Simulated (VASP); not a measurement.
# ZrB2 (P6/mmm) in VASP: density of states with PBE

Aim: the density of states of ZrB2 with PBE.

Everything below comes from runs of VASP 6.6.1. Logs are shortened: lines on timing, memory, paths and dates and some standing lists are left out, and cuts for length are marked.

## Step 1: Starting point

It takes space group P6/mmm (No. 191, hexagonal). The conventional cell has a = 3.170 Å, b = 3.170 Å, c = 3.533 Å, α = 90.00°, β = 90.00°, γ = 120.00°. Around Zr (site symmetry 6/mmm) lie 12 B at 2.54 Å. B (site symmetry -6m2) is surrounded by 3 B at 1.83 Å.

## Step 2: Density of states, PBE

The input, POSCAR:

```
ZrB2
1.0
    3.1700000000      0.0000000000      0.0000000000
   -1.5850000000      2.7453005300      0.0000000000
    0.0000000000      0.0000000000      3.5330000000
Zr B
1 2
Direct
    0.0000000000      0.0000000000      0.0000000000
    0.3333333300      0.6666666700      0.5000000000
    0.6666666700      0.3333333300      0.5000000000
```

The input, INCAR.step1:

```
ALGO = Fast
EDIFF = 1E-7
ENCUT = 520
GGA = PE
ISIF = 2
ISMEAR = 0
LASPH = T
LCHARG = T
LMAXMIX = 4
LREAL = F
LWAVE = F
NELM = 100
PREC = Accurate
SIGMA = 0.1
```

The input, KPOINTS.step1:

```
k-points
0
Gamma
  15 15 12
```

The input, INCAR.step2:

```
ALGO = Fast
EDIFF = 1E-7
ENCUT = 520
GGA = PE
ICHARG = 11
ISIF = 2
ISMEAR = -5
LASPH = T
LCHARG = F
LMAXMIX = 4
LORBIT = 11
LREAL = F
LWAVE = F
NEDOS = 1001
NELM = 100
PREC = Accurate
SIGMA = 0.1
```

The input, KPOINTS.step2:

```
k-points
0
Gamma
  23 23 18
```

Potentials or basis: VASP PAW PBE potentials, release 64 (Zr_sv, B).

On the command line:

```console
> cat potpaw_PBE.64/Zr_sv/POTCAR potpaw_PBE.64/B/POTCAR > POTCAR
> cp INCAR.step1 INCAR
> cp KPOINTS.step1 KPOINTS
> mpirun -np 1 vasp_std > vasp.out
> cp INCAR.step2 INCAR
> cp KPOINTS.step2 KPOINTS
> mpirun -np 1 vasp_std > vasp.out
```

OUTCAR:

```text
EDIFF = 1E-7
   ENCUT = 520
   GGA = PE
   ICHARG = 11
   ISIF = 2
   ISMEAR = -5
   LASPH = T
   LORBIT = 11
   LREAL = F
   NELM = 100
   PREC = Accurate

 ion  position               nearest neighbor table
   1  0.000  0.000  0.000-   2 2.54   3 2.54   2 2.54   3 2.54   3 2.54   3 2.54   2 2.54   2 2.54
                             3 2.54   3 2.54   2 2.54   2 2.54
   2  0.333  0.667  0.500-   3 1.83   3 1.83   3 1.83   1 2.54   1 2.54   1 2.54   1 2.54   1 2.54
                             1 2.54
   3  0.667  0.333  0.500-   2 1.83   2 1.83   2 1.83   1 2.54   1 2.54   1 2.54   1 2.54   1 2.54
                             1 2.54

  LATTYP: Found a hexagonal cell.
 ALAT       =     3.1700000000
 C/A-ratio  =     1.1145110410

  Lattice vectors:

 A1 = (   3.1700000000,   0.0000000000,   0.0000000000)
 A2 = (  -1.5850000000,   2.7453005300,   0.0000000000)
 A3 = (   0.0000000000,   0.0000000000,   3.5330000000)

Analysis of symmetry for initial positions (statically):
=====================================================================
 Subroutine PRICEL returns:
 Original cell was already a primitive cell.

 Routine SETGRP: Setting up the symmetry group for a
 hexagonal supercell.

 Subroutine GETGRP returns: Found 24 space group operations
 (whereof 24 operations were pure point group operations)
 out of a pool of 24 trial point group operations.

The static configuration has the point symmetry D_6h.

Analysis of symmetry for dynamics (positions and initial velocities):
=====================================================================
 Subroutine PRICEL returns:
 Original cell was already a primitive cell.

 Routine SETGRP: Setting up the symmetry group for a
 hexagonal supercell.

 Subroutine GETGRP returns: Found 24 space group operations
 (whereof 24 operations were pure point group operations)
 out of a pool of 24 trial point group operations.

The dynamic configuration has the point symmetry D_6h.

 Subroutine INISYM returns: Found 24 space group operations
 (whereof 24 operations are pure point group operations),
 and found     1 'primitive' translations

----------------------------------------------------------------------------------------

                                     Primitive cell

  volume of cell :      30.7463

  direct lattice vectors                    reciprocal lattice vectors
     3.170000000  0.000000000  0.000000000     0.315457413  0.182129422  0.000000000
    -1.585000000  2.745300530  0.000000000     0.000000000  0.364258845  0.000000000
     0.000000000  0.000000000  3.533000000     0.000000000  0.000000000  0.283045570

  length of vectors
     3.170000000  3.170000000  3.533000000     0.364258845  0.364258845  0.283045570

  position of ions in fractional coordinates (direct lattice)
     0.000000000  0.000000000  0.000000000
     0.333333330  0.666666670  0.500000000
     0.666666670  0.333333330  0.500000000

  ion indices of the primitive-cell ions
   primitive index   ion index
                 1           1
                 2           2
                 3           3

----------------------------------------------------------------------------------------

 KPOINTS: k-points

Automatic generation of k-mesh.
 Grid dimensions read from file:
 generate k-points for:   23   23   18

 Generating k-lattice:

  Cartesian coordinates                     Fractional coordinates (reciprocal lattice)
     0.013715540  0.007918671  0.000000000     0.043478261  0.000000000  0.000000000
     0.000000000  0.015837341  0.000000000     0.000000000  0.043478261  0.000000000
     0.000000000  0.000000000  0.015724754     0.000000000  0.000000000  0.055555556

  Length of vectors
     0.015837341  0.015837341  0.015724754

  Shift w.r.t. Gamma in fractional coordinates (k-lattice)
     0.000000000  0.000000000  0.000000000

 TETIRR: Found   9729 inequivalent tetrahedra from    57132

 Subroutine IBZKPT returns following result:
 ===========================================

 Found    560 irreducible k-points:

 Following reciprocal coordinates:
            Coordinates               Weight
  0.000000  0.000000  0.000000      1.000000
  0.043478  0.000000  0.000000      6.000000
  0.086957  0.000000  0.000000      6.000000
  0.130435  0.000000  0.000000      6.000000
  0.173913  0.000000  0.000000      6.000000
  0.217391  0.000000  0.000000      6.000000
[... 16 lines left out ...]
  0.478261  0.043478  0.000000      6.000000
  0.086957  0.086957  0.000000      6.000000
 [... further k-points ...]
   k-points           NKPTS =    560   k-points in BZ     NKDIM =    560   number of bands    NBANDS=     13
   number of dos      NEDOS =   1001   number of ions     NIONS =      3
   total plane-waves  NPLWV =  16128
   dimension x,y,z NGX =    24 NGY =   24 NGZ =   28
   dimension x,y,z NGXF=    48 NGYF=   48 NGZF=   56
   ions per type =               1   2
   NGX,Y,Z   is equivalent  to a cutoff of  12.59, 12.59, 13.18 a.u.
   NGXF,Y,Z  is equivalent  to a cutoff of  25.17, 25.17, 26.35 a.u.
 SYSTEM =  unknown system
   PREC   = accura    normal or accurate (medium, high low for compatibility)
   ISTART =      0    job   : 0-new  1-cont  2-samecut
   ICHARG =     11    charge: 1-file 2-atom 10-const
   ISPIN  =      1    spin polarized calculation?
   LNONCOLLINEAR =      F non collinear calculations
   LSORBIT =      F    spin-orbit coupling
   LASPH  =      T    aspherical Exc in radial PAW
   ENCUT  =  520.0 eV  38.22 Ry    6.18 a.u.   5.89  5.89  6.57*2*pi/ulx,y,z
   NELM   =    100;   NELMIN=  2; NELMDL=  0     # of ELM steps
   EDIFF  = 0.1E-06   stopping-criterion for ELM
   LREAL  =      F    real-space projection
   EDIFFG = 0.1E-05   stopping-criterion for IOM
   NSW    =      0    number of steps for IOM
   IBRION =     -1    ionic relax: 0-MD 1-quasi-New 2-CG
   NFREE  =      0    steps in history (QN), initial steepest desc. (CG)
   ISIF   =      2    stress and relaxation
   ISYM   =      2    0-nonsym 1-usesym 2-fastsym
   POTIM  = 0.5000    time-step for ionic-motion
   TEBEG  =    0.0;   TEEND  =   0.0 temperature during run
   PSTRESS=    0.0 pullay stress
   NELECT =      18.0000    total number of electrons
   NUPDOWN=      -1.0000    fix difference up-down
   EMIN   =  10.00;   EMAX   =-10.00  energy-range for DOS
   EFERMI =   0.00;   METHOD = LEGACY
   ISMEAR =    -5;   SIGMA  =   0.10  broadening in eV -4-tet -1-fermi 0-gaus
   EFERMI_NEDOS =   21; number of points for ismear=-14 and -15
   IALGO  =     68    algorithm
   IMIX   =      4    mixing-type and parameters
     AMIX     =   0.40;   BMIX     =  1.00
     AMIX_MAG =   1.60;   BMIX_MAG =  1.00
  volume/ion in A,a.u.               =      10.25        69.16
  Fermi-wavevector in a.u.,A,eV,Ry     =   1.369519  2.588016 25.518847  1.875582
  Thomas-Fermi vector in A             =   2.495387
   LORBIT       =     11    0 simple, 1 ext, 2 COOP (PROOUT), +10 PAW based schemes
   GGA     = PE    functional components
   LHFCALC =     F    Hartree Fock is set to
   AEXX    =    0.0000 exact exchange contribution
   IVDW    =     0    specifies the selected vdW correction
   LEPSILON=     F    determine dielectric tensor
   LRPA    =     F    only Hartree local field effects (RPA)
 non-spin polarized calculation
 RMM-DIIS sequential band-by-band and
 Fermi weights with tetrahedron method with Bloechl corrections
  energy-cutoff  :      520.00
  volume of cell :       30.75
 maximum number of plane-waves:       844
 NGX is ok and might be reduce to    24

 number of electron      18.0000000 magnetization

 Free energy of the ion-electron system (eV)
  ---------------------------------------------------
  ext. energy  EPLUGINS =         0.00000000
  ---------------------------------------------------
  free energy    TOTEN  =       -24.97739542 eV

  energy without entropy =      -24.97739542  energy(sigma->0) =      -24.97739542

 E-fermi :  10.6145     XC(G=0): -12.4434

 val. band max:       10.6164839029   @ k =   0.0870   0.0435   0.3333
 cond. band min:      10.5186062341   @ k =   0.1739   0.1304   0.1667
 fundamental gap:     -0.0978776688
 Fermi energy:        10.6145213319

 k-point     1 :       0.0000    0.0000    0.0000
  band No.  band energies     occupation
      1     -38.1052      2.00000
      2     -16.2930      2.00000
      3     -15.7382      2.00000
      4     -15.7382      2.00000
      5      -2.2047      2.00000
      6       7.8953      2.00000
      7       7.8953      2.00000
      8       7.9434      2.00000
      9       8.1766      2.00000
     10      13.9263      0.00000
     11      13.9263      0.00000
     12      14.7029      0.00000
     13      14.7029      0.00000

 k-point     2 :       0.0435    0.0000    0.0000
  band No.  band energies     occupation
      1     -38.1030      2.00000
      2     -16.2898      2.00000
      3     -15.7570      2.00000
      4     -15.7423      2.00000
      5      -2.1666      2.00000
      6       7.7780      2.00000
      7       7.8967      2.00000
      8       7.9811      2.00000
      9       8.1329      2.00000
     10      13.9020      0.00000
     11      13.9916      0.00000
     12      14.3951      0.00000
     13      14.4918      0.00000
[... 321 lines left out ...]
 k-point    23 :       0.4783    0.0435    0.0000
  band No.  band energies     occupation
      1     -37.9883      2.00000
      2     -16.6689      2.00000
      3     -16.1181      2.00000
      4     -15.9632      2.00000
      5       1.5948      2.00000
      6       2.0239      2.00000
      7       6.6553      2.00000
      8       7.0684      2.00000
      9       8.2335      2.00000
     10      11.9861      0.00000
     11      13.6433      0.00000
     12      15.1788      0.00000
     13      15.4900      0.00000

 k-point    24 :       0.0870    0.0870    0.0000
  band No.  band energies     occupation
      1     -38.0813      2.00000
      2     -16.2574      2.00000
      3     -15.9409      2.00000
      4     -15.7876      2.00000
      5      -1.7602      2.00000
      6       6.7774      2.00000
      7       7.7427      2.00000
      8       7.7658      2.00000
      9       8.3861      2.00000
     10      13.1721      0.00000
     11      13.5082      0.00000
     12      13.7754      0.00000
     13      14.6525      0.00000

 [... further k-points ...]

------------------------ aborting loop because EDIFF is reached ----------------------------------------

  FORCE on cell =-STRESS in cart. coord.  units (eV):
  Direction    XX          YY          ZZ          XY          YZ          ZX
  --------------------------------------------------------------------------------------
  -------------------------------------------------------------------------------------
  Total        0.1370531      0.1370531      0.2682097      0.0000000      0.0000000      0.0000000
  in kB        7.1417806      7.1417806     13.9762998      0.0000000      0.0000000      0.0000000
  external PRESSURE =       9.4199537 kB  Pullay stress =       0.0000000 kB

 VOLUME and BASIS-vectors are now :
 -----------------------------------------------------------------------------
  energy-cutoff  :      520.00
  volume of cell :       30.75
      direct lattice vectors                 reciprocal lattice vectors
     3.170000000  0.000000000  0.000000000     0.315457413  0.182129422  0.000000000
    -1.585000000  2.745300530  0.000000000     0.000000000  0.364258845  0.000000000
     0.000000000  0.000000000  3.533000000     0.000000000  0.000000000  0.283045570

 POSITION                                       TOTAL-FORCE (eV/Angst)
 -----------------------------------------------------------------------------------
      0.00000      0.00000      0.00000         0.000000      0.000000      0.000000
     -0.00000      1.83020      1.76650        -0.000000      0.000000      0.000000
      1.58500      0.91510      1.76650         0.000000     -0.000000      0.000000
 -----------------------------------------------------------------------------------
    total drift:                                0.000000     -0.000000     -0.000000

  FREE ENERGIE OF THE ION-ELECTRON SYSTEM (eV)
  ---------------------------------------------------
  free  energy   TOTEN  =       -24.9773954154 eV

  energy  without entropy=      -24.9773954154  energy(sigma->0) =      -24.97739542

 total charge

# of ion       s       p       d       tot
------------------------------------------
    1        2.168   6.030   1.771   9.969
    2        0.665   1.240   0.000   1.905
    3        0.665   1.240   0.000   1.905
--------------------------------------------------
tot          3.497   8.510   1.771  13.779
```

Wall time 4.8 min (1 thread of Intel Xeon Platinum 8259CL at 2.50GHz (Skylake/Cascade Lake), shared host); peak memory 0.35 GiB.

Results:

```
Valence electrons inside the program's atomic spheres : Zr 9.97; B 1.91
```

States per cell in windows of 0.5 eV (zero at the Fermi level; states under -8 eV left out):
```
from (eV)  total  Zr1_d  B2_p  B3_p  B2_s  B3_s  Zr1_p
     -8.0   0.34   0.03  0.04  0.04  0.05  0.05   0.01
     -7.5   0.31   0.03  0.04  0.04  0.04  0.04   0.01
     -7.0   0.27   0.03  0.03  0.03  0.03  0.03   0.01
     -6.5   0.29   0.03  0.04  0.04  0.02  0.02   0.00
     -6.0   0.37   0.04  0.06  0.06  0.02  0.02   0.01
     -5.5   0.44   0.05  0.08  0.08  0.01  0.01   0.01
     -5.0   0.68   0.09  0.13  0.13  0.01  0.01   0.01
     -4.5   0.58   0.09  0.11  0.11  0.01  0.01   0.01
     -4.0   0.90   0.18  0.15  0.15  0.01  0.01   0.02
     -3.5   1.12   0.22  0.19  0.19  0.00  0.00   0.04
     -3.0   0.79   0.20  0.12  0.12  0.00  0.00   0.03
     -2.5   0.74   0.24  0.08  0.08  0.00  0.00   0.03
     -2.0   0.45   0.19  0.04  0.04  0.00  0.00   0.00
     -1.5   0.30   0.14  0.02  0.02  0.00  0.00   0.00
     -1.0   0.16   0.08  0.01  0.01  0.00  0.00   0.00
     -0.5   0.09   0.05  0.01  0.01  0.00  0.00   0.00
      0.0   0.21   0.10  0.02  0.02  0.00  0.00   0.00
      0.5   0.33   0.17  0.03  0.03  0.00  0.00   0.00
      1.0   0.52   0.25  0.04  0.04  0.00  0.00   0.00
      1.5   0.64   0.31  0.05  0.05  0.01  0.01   0.00
      2.0   0.59   0.32  0.04  0.04  0.01  0.01   0.00
      2.5   0.68   0.41  0.04  0.04  0.01  0.01   0.00
      3.0   0.70   0.42  0.04  0.04  0.01  0.01   0.00
      3.5   0.88   0.53  0.05  0.05  0.01  0.01   0.01
      4.0   0.97   0.60  0.05  0.05  0.02  0.02   0.01
      4.5   0.91   0.59  0.04  0.04  0.02  0.02   0.01
      5.0   0.60   0.38  0.03  0.03  0.01  0.01   0.00
      5.5   0.47   0.25  0.04  0.04  0.01  0.01   0.00
      6.0   0.37   0.19  0.03  0.03  0.01  0.01   0.00
      6.5   0.07   0.03  0.01  0.01  0.00  0.00   0.00
      7.0   0.03   0.01  0.00  0.00  0.00  0.00   0.00
      7.5   0.01   0.01  0.00  0.00  0.00  0.00   0.00
```

Caveat: tetrahedron occupations give inexact forces and stress in metals.
